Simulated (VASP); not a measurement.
Input of a VASP 6.6.1 run:

The input INCAR:

```
SYSTEM = MoS2
PREC     = Accurate       ! precision mode
ENCUT    = 520            ! plane-wave cutoff, eV
EDIFF    = 1E-7           ! SCF threshold, eV
ISMEAR   = -1             ! smearing method
SIGMA    = 0.05           ! smearing width, eV
LREAL    = .False.        ! projectors in reciprocal space
LASPH    = .True.         ! aspherical terms in the spheres
NELM     = 80             ! most SCF steps
ALGO     = Normal         ! electronic algorithm
ISIF     = 2              ! what is computed and relaxed
LWAVE    = .False.        ! write WAVECAR
LCHARG   = .False.        ! write CHGCAR
GGA      = PS             ! functional
NBANDS   = 20             ! bands
```

The input KPOINTS:

```
regular mesh
0
Gamma
  9 9 4
  0 0 0
```

File POSCAR:

```
MoS2
1.0
    3.2274645616      0.0000000000      0.0000000000
   -1.6137322808      2.7950663001      0.0000000000
    0.0000000000      0.0000000000      6.3124734200
Mo S
1 2
Direct
   -0.0059710000     -0.0182670000      0.4992970000
    0.6556410000      0.3222370000      0.7482370000
    0.3338080000      0.6868770000      0.2525640000
```

Potentials or basis: VASP PAW PBE potentials, release 64 (Mo_sv, S).

The run is started by

```sh
$ cat potpaw_PBE.64/Mo_sv/POTCAR potpaw_PBE.64/S/POTCAR > POTCAR
$ mpirun -np 1 vasp_std > vasp.out
```

(1) What does it give for the band gap on the k mesh?

(2) What does it give for the pressure?

Results:

(1) none (metal or under the smearing width).

(2) -4.8 GPa.

Caveat: the PAW data sets were made with another functional, which shifts forces and pressure a little.
